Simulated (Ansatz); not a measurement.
# TiO2: the cost of one run

Method: DFT PBE+D3(BJ), scalar-relativistic, plane waves, PAW, in Ansatz 0.2.0.

1 further run of the same task is left out (set aside as unsound or not needed).

## Step 1: Starting point

It takes space group I4_1/amd (No. 141, tetragonal). Conventional cell: a = 3.787 Å, b = 3.787 Å, c = 9.571 Å, α = 90.00°, β = 90.00°, γ = 90.00°. Around Ti (site symmetry -4m2) lie 6 O at 1.94 to 1.99 Å. O (site symmetry 2mm) is surrounded by 3 Ti at 1.94 to 1.99 Å.

Coordinates:

```cif
data_structure
_symmetry_space_group_name_H-M 'I4_1/amd:1'
_symmetry_Int_Tables_number 141
_cell_length_a 3.7874
_cell_length_b 3.7874
_cell_length_c 9.5714
_cell_angle_alpha 90.000
_cell_angle_beta 90.000
_cell_angle_gamma 90.000
_cell_volume 137.29
loop_
_atom_site_label
_atom_site_type_symbol
_atom_site_symmetry_multiplicity
_atom_site_Wyckoff_symbol
_atom_site_fract_x
_atom_site_fract_y
_atom_site_fract_z
_atom_site_occupancy
Ti1 Ti 4 a 0.00000 0.00000 0.00000 1
O1 O 8 e 0.00000 0.00000 0.20810 1
```

This cell was relaxed beforehand with the same method: volume 11.44 Å³/atom, gap on the mesh 2.12 eV.

## Step 2: Cutting the slab

Planes are indexed in the bulk's conventional cell (I4_1/amd (No. 141)), a = 3.787 Å, b = 3.787 Å, c = 9.571 Å, α = 90.00°, β = 90.00°, γ = 90.00°.

A (101) slab, 9.4 Å thick as cut, with 17 Å of vacuum, in a 2×1 surface cell; its outer planes are O (top) and O (bottom).

The slab as cut. Layers, bottom to top:

| plane | atoms per cell | height over the lowest (Å) |
| --- | --- | --- |
| 1 | O2 | 0.00 |
| 2 | Ti2O2 | 0.81 |
| 3 | Ti2O2 | 1.54 |
| 4 | O2 | 2.35 |
| 5 | O2 | 3.52 |
| 6 | Ti2O2 | 4.33 |
| 7 | Ti2O2 | 5.06 |
| 8 | O2 | 5.87 |
| 9 | O2 | 7.04 |
| 10 | Ti2O2 | 7.85 |
| 11 | Ti2O2 | 8.58 |
| 12 | O2 | 9.39 |

## Step 3: The clean surface, relaxed

input.yaml

```yaml
crystal:
  lattice:
    - [7.5747342085, 0.0, 0.0]
    - [-1.8936835521, 5.1467408137, 0.0]
    - [0.0, 0.0, 26.3895230012]
  atoms:
    - { symbol: O, position: [0.1576537502, 0.630615001, 0.3220975233] }
    - { symbol: O, position: [0.6576537502, 0.630615001, 0.3220975233] }
    - { symbol: Ti, position: [0.0676893311, 0.2707573244, 0.3498686605] }
    - { symbol: Ti, position: [0.5676893311, 0.2707573244, 0.3498686605] }
    - { symbol: O, position: [0.299576083, 0.1983043321, 0.3554600432] }
    - { symbol: O, position: [0.799576083, 0.1983043321, 0.3554600432] }
    - { symbol: O, position: [0.4777249119, 0.9108996478, 0.3776397977] }
    - { symbol: O, position: [0.9777249119, 0.9108996478, 0.3776397977] }
    - { symbol: Ti, position: [0.2096116639, 0.8384466555, 0.3832311804] }
    - { symbol: Ti, position: [0.7096116639, 0.8384466555, 0.3832311804] }
    - { symbol: O, position: [0.1196472447, 0.4785889789, 0.4110023176] }
    - { symbol: O, position: [0.6196472447, 0.4785889789, 0.4110023176] }
    - { symbol: O, position: [0.2253430813, 0.9013723253, 0.4555476029] }
    - { symbol: O, position: [0.7253430813, 0.9013723253, 0.4555476029] }
    - { symbol: Ti, position: [0.1353786622, 0.5415146487, 0.4833187401] }
    - { symbol: Ti, position: [0.6353786622, 0.5415146487, 0.4833187401] }
    - { symbol: O, position: [0.3672654141, 0.4690616564, 0.4889101228] }
    - { symbol: O, position: [0.8672654141, 0.4690616564, 0.4889101228] }
    - { symbol: O, position: [0.545414243, 0.1816569721, 0.5110898772] }
    - { symbol: O, position: [0.045414243, 0.1816569721, 0.5110898772] }
    - { symbol: Ti, position: [0.277300995, 0.1092039798, 0.5166812599] }
    - { symbol: Ti, position: [0.777300995, 0.1092039798, 0.5166812599] }
    - { symbol: O, position: [0.1873365758, 0.7493463032, 0.5444523971] }
    - { symbol: O, position: [0.6873365758, 0.7493463032, 0.5444523971] }
    - { symbol: O, position: [0.2930324124, 0.1721296497, 0.5889976824] }
    - { symbol: O, position: [0.7930324124, 0.1721296497, 0.5889976824] }
    - { symbol: Ti, position: [0.2030679933, 0.8122719731, 0.6167688196] }
    - { symbol: Ti, position: [0.7030679933, 0.8122719731, 0.6167688196] }
    - { symbol: O, position: [0.4349547452, 0.7398189808, 0.6223602023] }
    - { symbol: O, position: [0.9349547452, 0.7398189808, 0.6223602023] }
    - { symbol: O, position: [0.6131035741, 0.4524142965, 0.6445399568] }
    - { symbol: O, position: [0.1131035741, 0.4524142965, 0.6445399568] }
    - { symbol: Ti, position: [0.344990326, 0.3799613042, 0.6501313395] }
    - { symbol: Ti, position: [0.844990326, 0.3799613042, 0.6501313395] }
    - { symbol: O, position: [0.2550259069, 0.0201036276, 0.6779024767] }
    - { symbol: O, position: [0.7550259069, 0.0201036276, 0.6779024767] }
basis:
  ecutwfc: 420
kpoints:
  mp_grid: { grid: [4, 5, 1] }
hamiltonian:
  xc: pbe
  dispersion: d3bj
scf:
  occupations: { method: gaussian, width: 0.05 }
output:
  forces: true
  eigenvalues: true
  write_density: true
  write_potential: true
  elf: true
  volumetric_format: npy
relax:
  adjacent_minimum: "off"
  f_tol: 0.03
  max_steps: 70
  constraints:
    - { sites: [0, 1, 2, 3, 4, 5, 6, 7, 8, 9, 10, 11, 12, 13, 14, 15, 16, 17] }
efield:
  axis: 3
  dipole_correction: true
```

Launch:

```console
ansatz run input.yaml --threads 8 --pin off --max-ram 22528MiB --backend cpu --events-out ev --progress --plain --runs-dir out
```

Q: Estimate wall time and peak memory on 8 threads of Intel Xeon 6975P-C (Granite Rapids), shared host.

About 3.9 min, with a peak of 6.5 GiB.
